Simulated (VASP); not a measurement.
Pt:

```
CELL_PARAMETERS angstrom
0.00000 1.96090 1.96090
1.96090 0.00000 1.96090
1.96090 1.96090 0.00000
ATOMIC_POSITIONS crystal
Pt 0.00000 0.00000 0.00000
```

```yaml
Program: VASP 6.6.1
Task: relaxation of cell and atoms
Functional: PBE
Potentials_or_basis: VASP PAW PBE potentials, release 64 (Pt_GW)
Cutoff: 630 eV
k_mesh: 12 × 12 × 12
Occupations: fermi-dirac, width 0.05 eV
Spin: no spin polarisation
```

At the start: pressure 9.3 GPa; volume 15.08 Å³/atom.

Question: Where does the relaxation end?

Answer: Over 4 steps the energy falls by 14.4 meV/atom and the volume is 15.60 Å³/atom (+3.5 %); space group Fm-3m (No. 225, to 0.05 Å).

Step by step:
| step | energy change (eV) | largest force (eV/Å) | pressure (GPa) | volume (Å³) |
| --- | --- | --- | --- | --- |
| 1 | 0.0000 | 0.0000 | 9.33 | 15.08 |
| 2 | 0.0756 | 0.0000 | -17.60 | 17.08 |
| 3 | -0.0144 | 0.0000 | -0.25 | 15.62 |
| 4 | -0.0144 | 0.0000 | -0.06 | 15.60 |

Final structure:
```xyz
1
Lattice="0.0000 1.9833 1.9833 1.9833 0.0000 1.9833 1.9833 1.9833 0.0000" Properties=species:S:1:pos:R:3 pbc="T T T"
Pt    0.0000    0.0000    0.0000
```
